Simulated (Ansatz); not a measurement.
# Molecular dynamics of MgO

Input file:

```yaml
crystal:
  lattice:
    - [0.0, 3.895, 3.895]
    - [3.895, 0.0, 3.895]
    - [3.895, 3.895, 0.0]
  atoms:
    - { symbol: Mg, position: [0.0, 0.0, 0.0] }
    - { symbol: O, position: [0.25, 0.25, 0.25] }
    - { symbol: Mg, position: [0.0, 0.0, 0.5] }
    - { symbol: O, position: [0.25, 0.25, 0.75] }
    - { symbol: Mg, position: [0.0, 0.5, 0.0] }
    - { symbol: O, position: [0.25, 0.75, 0.25] }
    - { symbol: Mg, position: [0.0, 0.5, 0.5] }
    - { symbol: O, position: [0.25, 0.75, 0.75] }
    - { symbol: Mg, position: [0.5, 0.0, 0.0] }
    - { symbol: O, position: [0.75, 0.25, 0.25] }
    - { symbol: Mg, position: [0.5, 0.0, 0.5] }
    - { symbol: O, position: [0.75, 0.25, 0.75] }
    - { symbol: Mg, position: [0.5, 0.5, 0.0] }
    - { symbol: O, position: [0.75, 0.75, 0.25] }
    - { symbol: Mg, position: [0.5, 0.5, 0.5] }
    - { symbol: O, position: [0.75, 0.75, 0.75] }
basis:
  ecutwfc: 420.0
kpoints:
  mp_grid: { grid: [2, 2, 2] }
hamiltonian:
  xc: lda
scf:
  occupations: { method: fermi_dirac, width: 0.05 }
  lower_state_search: "off"
md:
  timestep: 1
  n_steps: 250
  ensemble: nve
  temperature: 2400.0
  initial_velocities: maxwell_boltzmann
  seed: 892234
```

Command:

```bash
$ ansatz run input.yaml --threads 1 --pin off --max-ram 3072MiB --backend cpu --events-out ev --progress --plain --runs-dir out
```

It starts from a structure without forces on its atoms.

Output, in part (step lines):

```
md step     0: t =     0.00 fs  T =  2400.0 K  F+E_penalty+E_count = -19676.94515695 eV  E_kin = 4.653360 eV  conserved = -19672.29179699 eV  (7 SCF iters)
md step     1: t =     1.00 fs  T =  2375.0 K  F+E_penalty+E_count = -19676.89711280 eV  E_kin = 4.604958 eV  conserved = -19672.29215438 eV  (7 SCF iters)
md step     2: t =     2.00 fs  T =  2299.6 K  F+E_penalty+E_count = -19676.75106388 eV  E_kin = 4.458739 eV  conserved = -19672.29232461 eV  (7 SCF iters)
md step     3: t =     3.00 fs  T =  2173.8 K  F+E_penalty+E_count = -19676.50704118 eV  E_kin = 4.214831 eV  conserved = -19672.29221036 eV  (7 SCF iters)
md step     4: t =     4.00 fs  T =  2000.4 K  F+E_penalty+E_count = -19676.17018495 eV  E_kin = 3.878510 eV  conserved = -19672.29167491 eV  (7 SCF iters)
md step     5: t =     5.00 fs  T =  1785.6 K  F+E_penalty+E_count = -19675.75267926 eV  E_kin = 3.462110 eV  conserved = -19672.29056948 eV  (5 SCF iters)
md step     6: t =     6.00 fs  T =  1540.5 K  F+E_penalty+E_count = -19675.27573036 eV  E_kin = 2.986935 eV  conserved = -19672.28879493 eV  (3 SCF iters)
md step     7: t =     7.00 fs  T =  1281.3 K  F+E_penalty+E_count = -19674.77064907 eV  E_kin = 2.484254 eV  conserved = -19672.28639547 eV  (3 SCF iters)
[... lines left out ...]
md step   249: t =   249.00 fs  T =  1359.8 K  F+E_penalty+E_count = -19674.92399173 eV  E_kin = 2.636533 eV  conserved = -19672.28745890 eV  (3 SCF iters)
md step   250: t =   250.00 fs  T =  1333.8 K  F+E_penalty+E_count = -19674.87351210 eV  E_kin = 2.586172 eV  conserved = -19672.28734030 eV  (7 SCF iters)
```

The steps, from the saved trajectory:

| time (fs) | T (K) | potential energy less start (eV) | conserved less start (meV/atom) |
| --- | --- | --- | --- |
| 0.0 | 2400 | 0.000 | 0.00 |
| 8.0 | 1028 | 2.667 | 0.51 |
| 16.0 | 771 | 3.163 | 0.31 |
| 24.0 | 1198 | 2.334 | 0.27 |
| 32.0 | 1118 | 2.493 | 0.45 |
| 40.0 | 1489 | 1.771 | 0.27 |
| 48.0 | 1282 | 2.172 | 0.34 |
| 56.0 | 1021 | 2.681 | 0.45 |
| 64.0 | 1177 | 2.377 | 0.30 |
| 72.0 | 1135 | 2.461 | 0.44 |
| 80.0 | 1470 | 1.807 | 0.26 |
| 88.0 | 1151 | 2.427 | 0.39 |
| 96.0 | 984 | 2.753 | 0.39 |
| 104.0 | 1120 | 2.488 | 0.35 |
| 112.0 | 1299 | 2.141 | 0.39 |
| 120.0 | 1576 | 1.602 | 0.25 |
| 128.0 | 1171 | 2.389 | 0.35 |
| 136.0 | 915 | 2.885 | 0.38 |
| 144.0 | 1027 | 2.668 | 0.38 |
| 152.0 | 1264 | 2.208 | 0.37 |
| 160.0 | 1546 | 1.660 | 0.31 |
| 168.0 | 1371 | 2.000 | 0.33 |
| 176.0 | 858 | 2.996 | 0.42 |
| 184.0 | 836 | 3.041 | 0.47 |
| 192.0 | 1433 | 1.878 | 0.23 |
| 200.0 | 1303 | 2.133 | 0.40 |
| 208.0 | 1224 | 2.286 | 0.31 |
| 216.0 | 1214 | 2.305 | 0.38 |
| 224.0 | 1350 | 2.039 | 0.26 |
| 232.0 | 1030 | 2.663 | 0.44 |
| 240.0 | 1192 | 2.347 | 0.34 |
| 248.0 | 1377 | 1.988 | 0.27 |

All steps were run. The conserved energy stayed within 0.81 meV per atom of its start (net change 0.28 meV per atom), so the integration is sound. The temperature averaged 0.50 of the 2400 K drawn at the start: a run that starts near a minimum puts about half its kinetic energy into the potential. A run of 0.25 ps of so small a system gives no equilibrium averages. Limits of this set-up: coarse k mesh.

Mean squared displacements from the first frame to the last, about the centre of mass: Mg 0.02 Å², O 0.01 Å².

Last frame:

```xyz
16
Lattice="0.0000 3.8950 3.8950 3.8950 0.0000 3.8950 3.8950 3.8950 0.0000" Properties=species:S:1:pos:R:3
Mg 0.004 -0.106 0.155
O 1.972 2.009 1.908
Mg 1.945 1.885 -0.043
O 3.867 3.966 1.856
Mg 2.007 0.002 2.006
O 3.966 1.881 3.913
Mg 3.870 1.941 1.979
O 5.814 3.793 3.915
Mg 0.051 2.129 1.995
O 1.984 3.865 3.818
Mg 1.790 3.931 1.884
O 4.060 5.826 3.941
Mg 1.951 2.037 3.900
O 3.785 3.904 5.898
Mg 3.867 3.810 3.777
O 5.855 5.839 5.799
```

Run time: 9 min on 1 thread of Arm Neoverse V1, with other jobs on the host, peak memory 0.4 GiB.
